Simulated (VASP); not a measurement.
# CdSe (Cadmoselite) (P6_3mc) in VASP: a series of runs, part 2 of 2

VASP 6.6.1. The steps go on from the part before.

## (5) Relaxation of cell and atoms, PBE

This run uses another cell than the first one, of 28.10 Å³/atom, 0.954 times its volume.

File INCAR:

```
ALGO = Normal ; EDIFF = 1E-6
EDIFFG = -0.01 ; ENCUT = 600
GGA = PE ; IBRION = 2
ISIF = 3 ; ISMEAR = -1
LASPH = T ; LCHARG = F
LREAL = F ; LWAVE = F
NELM = 60 ; NSW = 80
PREC = Accurate ; SIGMA = 0.02
```

File KPOINTS:

```
k-points
0
Gamma
  6 6 4
```

File POSCAR:

```
CdSe
1.0
    4.3000000000      0.0000000000      0.0000000000
   -2.1500000000      3.7239092400      0.0000000000
    0.0000000000      0.0000000000      7.0200000000
Cd Se
2 2
Direct
    0.3333333300      0.6666666700      0.0000000000
    0.6666666700      0.3333333300      0.5000000000
    0.3333333300      0.6666666700      0.3850000000
    0.6666666700      0.3333333300      0.8850000000
```

Potentials or basis: VASP PAW PBE potentials, release 64 (Cd, Se).

Run with:

```
$ cat potpaw_PBE.64/Cd/POTCAR potpaw_PBE.64/Se/POTCAR > POTCAR
$ mpirun -np 1 vasp_std > vasp.out
```

OUTCAR:

```text
EDIFF = 1E-6
   EDIFFG = -0.01
   ENCUT = 600
   GGA = PE
   IBRION = 2
   ISIF = 3
   ISMEAR = -1
   LASPH = T
   LREAL = F
   NELM = 60
   NSW = 80
   PREC = Accurate

 ion  position               nearest neighbor table
   1  0.333  0.667  0.000-   4 2.61   4 2.61   4 2.61   3 2.70
   2  0.667  0.333  0.500-   3 2.61   3 2.61   3 2.61   4 2.70
   3  0.333  0.667  0.385-   2 2.61   2 2.61   2 2.61   1 2.70
   4  0.667  0.333  0.885-   1 2.61   1 2.61   1 2.61   2 2.70

  LATTYP: Found a hexagonal cell.
 ALAT       =     4.3000000000
 C/A-ratio  =     1.6325581395

  Lattice vectors:

 A1 = (   4.3000000000,   0.0000000000,   0.0000000000)
 A2 = (  -2.1500000000,   3.7239092400,   0.0000000000)
 A3 = (   0.0000000000,   0.0000000000,   7.0200000000)

Analysis of symmetry for initial positions (statically):
=====================================================================
 Subroutine PRICEL returns:
 Original cell was already a primitive cell.

 Routine SETGRP: Setting up the symmetry group for a
 hexagonal supercell.

 Subroutine GETGRP returns: Found 12 space group operations
 (whereof  6 operations were pure point group operations)
 out of a pool of 24 trial point group operations.

The static configuration has the point symmetry C_3v.
 The point group associated with its full space group is C_6v.

Analysis of symmetry for dynamics (positions and initial velocities):
=====================================================================
 Subroutine PRICEL returns:
 Original cell was already a primitive cell.

 Routine SETGRP: Setting up the symmetry group for a
 hexagonal supercell.

 Subroutine GETGRP returns: Found 12 space group operations
 (whereof  6 operations were pure point group operations)
 out of a pool of 24 trial point group operations.

The dynamic configuration has the point symmetry C_3v.
[... 106 lines left out ...]
   ISIF   =      3    stress and relaxation
   ISYM   =      2    0-nonsym 1-usesym 2-fastsym
   POTIM  = 0.5000    time-step for ionic-motion
   TEBEG  =    0.0;   TEEND  =   0.0 temperature during run
   PSTRESS=    0.0 pullay stress
   NELECT =      36.0000    total number of electrons
   NUPDOWN=      -1.0000    fix difference up-down
   EMIN   =  10.00;   EMAX   =-10.00  energy-range for DOS
   EFERMI =   0.00;   METHOD = LEGACY
   ISMEAR =    -1;   SIGMA  =   0.02  broadening in eV -4-tet -1-fermi 0-gaus
   EFERMI_NEDOS =   21; number of points for ismear=-14 and -15
   IALGO  =     38    algorithm
   IMIX   =      4    mixing-type and parameters
     AMIX     =   0.40;   BMIX     =  1.00
     AMIX_MAG =   1.60;   BMIX_MAG =  1.00
  volume/ion in A,a.u.               =      28.10       189.64
  Fermi-wavevector in a.u.,A,eV,Ry     =   1.120059  2.116604 17.068937  1.254531
  Thomas-Fermi vector in A             =   2.256702
   LORBIT       =      0    0 simple, 1 ext, 2 COOP (PROOUT), +10 PAW based schemes
   GGA     = PE    functional components
   LHFCALC =     F    Hartree Fock is set to
   AEXX    =    0.0000 exact exchange contribution
   IVDW    =     0    specifies the selected vdW correction
   LEPSILON=     F    determine dielectric tensor
   LRPA    =     F    only Hartree local field effects (RPA)
 conjugate gradient relaxation of ions
 non-spin polarized calculation
  energy-cutoff  :      600.00
  volume of cell :      112.41
 maximum number of plane-waves:      3791
 NGX is ok and might be reduce to    36
   NGX = 17   NGY = 17   NGZ = 29

--------------------------------------- Ionic step        1  -------------------------------------------

 number of electron      35.9999991 magnetization

 Free energy of the ion-electron system (eV)
  ---------------------------------------------------
  ext. energy  EPLUGINS =         0.00000000
  ---------------------------------------------------
  free energy    TOTEN  =       -10.90079132 eV

  energy without entropy =      -10.90079132  energy(sigma->0) =      -10.90079132

------------------------ aborting loop because EDIFF is reached ----------------------------------------

  FORCE on cell =-STRESS in cart. coord.  units (eV):
  Direction    XX          YY          ZZ          XY          YZ          ZX
  --------------------------------------------------------------------------------------
  -------------------------------------------------------------------------------------
  Total        2.8081283      2.8081283      1.3146602      0.0000000     -0.0000000      0.0000000
  in kB       40.0242200     40.0242201     18.7378361      0.0000000     -0.0000000      0.0000000
  external PRESSURE =      32.9287587 kB  Pullay stress =       0.0000000 kB
[... 291 lines left out ...]
--------------------------------------- Ionic step        9  -------------------------------------------

 number of electron      36.0000011 magnetization

 Free energy of the ion-electron system (eV)
  ---------------------------------------------------
  ext. energy  EPLUGINS =         0.00000000
  ---------------------------------------------------
  free energy    TOTEN  =       -10.98892420 eV

  energy without entropy =      -10.98892418  energy(sigma->0) =      -10.98892419

 E-fermi :   0.7553     XC(G=0):  -8.6041

 val. band max:        0.4823100711   @ k =   0.0000   0.0000   0.0000
 cond. band min:       1.0128731060   @ k =   0.0000   0.0000   0.0000
 fundamental gap:      0.5305630349
 Fermi energy:         0.7552547333

 k-point     1 :       0.0000    0.0000    0.0000
  band No.  band energies     occupation
      1     -11.7937      2.00000
      2     -11.4686      2.00000
      3      -7.2630      2.00000
      4      -7.2587      2.00000
      5      -7.2587      2.00000
      6      -7.2021      2.00000
[... 545 lines left out ...]
  FREE ENERGIE OF THE ION-ELECTRON SYSTEM (eV)
  ---------------------------------------------------
  free  energy   TOTEN  =       -10.9889242050 eV

  energy  without entropy=      -10.9889241847  energy(sigma->0) =      -10.98892419

 reached required accuracy - stopping structural energy minimisation
```

OSZICAR:

```text
N       E                     dE             d eps       ncg     rms          rms(c)
DAV:   1     0.266719648903E+03    0.26672E+03   -0.18628E+04   924   0.164E+03
DAV:   2     0.351605292906E+01   -0.26320E+03   -0.25667E+03  1020   0.370E+02
DAV:   3    -0.115012858355E+02   -0.15017E+02   -0.14950E+02  1086   0.869E+01
DAV:   4    -0.116539359236E+02   -0.15265E+00   -0.15257E+00  1062   0.847E+00
[... 75 lines left out ...]
DAV:   3    -0.109891358945E+02    0.89366E-03   -0.16421E-03   990   0.323E-01    0.148E-01
DAV:   4    -0.109889280357E+02    0.20786E-03   -0.33096E-04  1038   0.152E-01    0.279E-02
DAV:   5    -0.109889231105E+02    0.49252E-05   -0.64377E-05  1056   0.858E-02    0.152E-02
DAV:   6    -0.109889241302E+02   -0.10197E-05   -0.75708E-06   942   0.286E-02    0.610E-03
DAV:   7    -0.109889242050E+02   -0.74814E-07   -0.28491E-07   546   0.303E-03
   9 F= -.10988924E+02 E0= -.10988924E+02  d E =-.291865E-03
```

Run time: 2.7 min. Hardware: 1 thread of Intel Xeon 6975P-C (Granite Rapids), shared host; peak memory 0.3 GiB.

What came out:

| Item | Value |
| --- | --- |
| Free energy | -10.9889 eV |
| Relaxed volume | 29.90 Å³/atom |
| Relaxed cell | a = 4.390 Å, b = 4.390 Å, c = 7.165 Å, α = 90.00°, β = 90.00°, γ = 120.00° |
| Space group after relaxing (to 0.05 Å) | P6_3mc (No. 186) |
| Energy gained by relaxing | 22.0 meV/atom |
| Ionic steps | 9 |
| Pressure after relaxing | 0.0 GPa |
| Largest force after relaxing | 0.007 eV/Å |
| Band gap on the k mesh | 0.53 eV, direct |

Forces in eV/Å, atoms in the order of the input:
```
Cd   0.000  0.000  0.007
Cd   0.000  0.000  0.007
Se   0.000  0.000 -0.007
Se   0.000  0.000 -0.007
```

Step by step:
```tsv
step	energy change (eV)	largest force (eV/Å)	pressure (GPa)	volume (Å³)
1	0.0000	0.2922	3.29	112.41
2	-0.0778	0.0480	-0.87	122.06
3	-0.0840	0.0919	-0.09	119.82
4	-0.0840	0.0950	-0.01	119.67
5	-0.0853	0.0644	0.04	119.50
6	-0.0862	0.0143	0.14	119.24
7	-0.0872	0.0097	0.02	119.54
8	-0.0878	0.0025	-0.14	119.98
9	-0.0881	0.0069	0.02	119.59
```

Final structure:
```xyz
4
Lattice="4.3902 0.0000 0.0000 -2.1951 3.8020 0.0000 0.0000 0.0000 7.1648" Properties=species:S:1:pos:R:3 pbc="T T T"
Cd    0.0000    2.5347    0.0323
Cd    2.1951    1.2673    3.6147
Se    0.0000    2.5347    2.7261
Se    2.1951    1.2673    6.3085
```

As with any semilocal functional, this PBE gap is likely too small. PBE usually gives volumes a little too large and moduli too small.

## (6) Summary

```csv
task,level,cell,cutoff (eV),gap on the mesh (eV),pressure (GPa)
single point,r2SCAN,"a = 4.369, b = 4.369, c = 7.124 Å, angles 90.0, 90.0, 120.0°, 4 atoms",520,1.05,-0.8
single point,r2SCAN,"a = 4.398, b = 4.398, c = 7.170 Å, angles 90.0, 90.0, 120.0°, 4 atoms",520,1.00,-1.6
single point,r2SCAN,"a = 4.426, b = 4.426, c = 7.216 Å, angles 90.0, 90.0, 120.0°, 4 atoms",520,0.95,-2.4
relaxation of cell and atoms,PBE,"relaxed from a = 4.300, b = 4.300, c = 7.020 Å, angles 90.0, 90.0, 120.0°, 4 atoms",600,0.53,0.0
```

Alike in all rows: potentials or basis VASP PAW PBE potentials, release 64 (Cd, Se); no spin polarisation; k mesh 6 × 6 × 4; smearing fermi-dirac 0.02 eV.

Caveats: the PAW data sets were made with another functional, which shifts forces and pressure a little (some runs).

Absolute energies hang on the potentials; compare differences alone.

## (7) How close it comes

Step 2. A measured gap of CdSe is 1.841 eV (2 K; a printed reference work, data compilation); the calculated 1.05 eV misses it by -0.80 eV. Spin-orbit coupling on Cd, Se is left out. The value is that of r2SCAN, without temperature or zero-point motion.

Step 3. A measured gap of CdSe is 1.841 eV (2 K; a printed reference work, data compilation); the calculated 1.00 eV misses it by -0.84 eV. Spin-orbit coupling on Cd, Se is left out. The value is that of r2SCAN, without temperature or zero-point motion.

Step 4. Against the measured gap of CdSe, 1.841 eV (2 K; a printed reference work, data compilation), the calculated 0.95 eV is off by -0.89 eV. Spin-orbit coupling on Cd, Se is left out. The value is that of r2SCAN, without temperature or zero-point motion.
